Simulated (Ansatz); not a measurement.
## Squeezing S (fcc type)

```yaml
crystal:
  lattice:
    - [0.00000, 1.99490, 1.99490]
    - [1.99490, 0.00000, 1.99490]
    - [1.99490, 1.99490, 0.00000]
  atoms:
    - { symbol: S, position: [0.00000, 0.00000, 0.00000] }
```

The cell comes from a relaxation on PAW files under the same functional, begun from a prototype that needn't be the stable phase.

Its volume is scaled at fixed shape and fractional positions.

Level of theory: DFT with PBE, scalar-relativistic, in Ansatz 0.2.0; a Γ-centred 16×16×16 k mesh, Fermi–Dirac smearing of 0.08 eV, no spin polarisation. LAPW: all electrons, basis error target 1 meV/atom; PAW: frozen-core files, cutoff 420 eV; crystal datasets: all electrons, by PAW datasets that the program makes for each cell; norm-conserving: pseudopotentials, cutoff 770 eV; PAW (cutoff 300 eV): frozen-core files, cutoff 300 eV.

Energies are extrapolated to zero smearing and count from the unscaled cell; pressure is positive in compression; gaps take the mesh and a band path. No temperature or zero-point motion is included.

```json
{"V/V0": "1.00", "V (Å³/atom)": "15.88", "P LAPW (GPa)": "0.05", "ΔE LAPW (eV/atom)": "0.000", "P PAW − LAPW (GPa)": "-0.05", "ΔE PAW − LAPW (meV/atom)": "0.0"}
{"V/V0": "0.95", "V (Å³/atom)": "15.08", "P LAPW (GPa)": "4.62", "ΔE LAPW (eV/atom)": "0.011", "P PAW − LAPW (GPa)": "-0.06", "ΔE PAW − LAPW (meV/atom)": "-0.3"}
{"V/V0": "0.85", "V (Å³/atom)": "13.50", "P LAPW (GPa)": "18.17", "ΔE LAPW (eV/atom)": "?", "P PAW − LAPW (GPa)": "-0.08", "ΔE PAW − LAPW (meV/atom)": "-1.0"}
{"V/V0": "0.75", "V (Å³/atom)": "11.91", "P LAPW (GPa)": "41.4", "ΔE LAPW (eV/atom)": "0.402", "P PAW − LAPW (GPa)": "-0.14", "ΔE PAW − LAPW (meV/atom)": "-2.1"}
{"V/V0": "0.65", "V (Å³/atom)": "10.32", "P LAPW (GPa)": "82.0", "ΔE LAPW (eV/atom)": "0.993", "P PAW − LAPW (GPa)": "-0.23", "ΔE PAW − LAPW (meV/atom)": "-3.9"}
{"V/V0": "0.55", "V (Å³/atom)": "8.73", "P LAPW (GPa)": "?", "ΔE LAPW (eV/atom)": "2.137", "P PAW − LAPW (GPa)": "-0.42", "ΔE PAW − LAPW (meV/atom)": "-7.0"}
{"V/V0": "0.45", "V (Å³/atom)": "7.15", "P LAPW (GPa)": "306.7", "ΔE LAPW (eV/atom)": "4.340", "P PAW − LAPW (GPa)": "-0.89", "ΔE PAW − LAPW (meV/atom)": "-13.1"}
{"V/V0": "0.40", "V (Å³/atom)": "6.35", "P LAPW (GPa)": "440.9", "ΔE LAPW (eV/atom)": "6.166", "P PAW − LAPW (GPa)": "-1.27", "ΔE PAW − LAPW (meV/atom)": "-18.3"}
```

Q: What belongs in the row "0.85", column "ΔE LAPW (eV/atom)"?

A: 0.117.

Q: Give the missing entry: row "0.55", column "P LAPW (GPa)".

A: 156.8.

Q: Fit the Vinet equation to the LAPW pressures over the whole range, with residuals weighted by 1/(|P| + 0.03·Pmax).

A: V0 = 15.90 Å³/atom, B0 = 76.8 GPa and B0′ = 4.44, and the fit misses no point by more than 4.4 GPa. A fit over so wide a range pins B0 less well than one near rest.

Q: At the smallest volume, how far do crystal datasets and norm-conserving and PAW (cutoff 300 eV) lie from LAPW in pressure?

A: crystal datasets: -0.01 GPa; norm-conserving: +0.30 GPa; PAW (cutoff 300 eV): -0.32 GPa, on a LAPW pressure of 440.9 GPa.
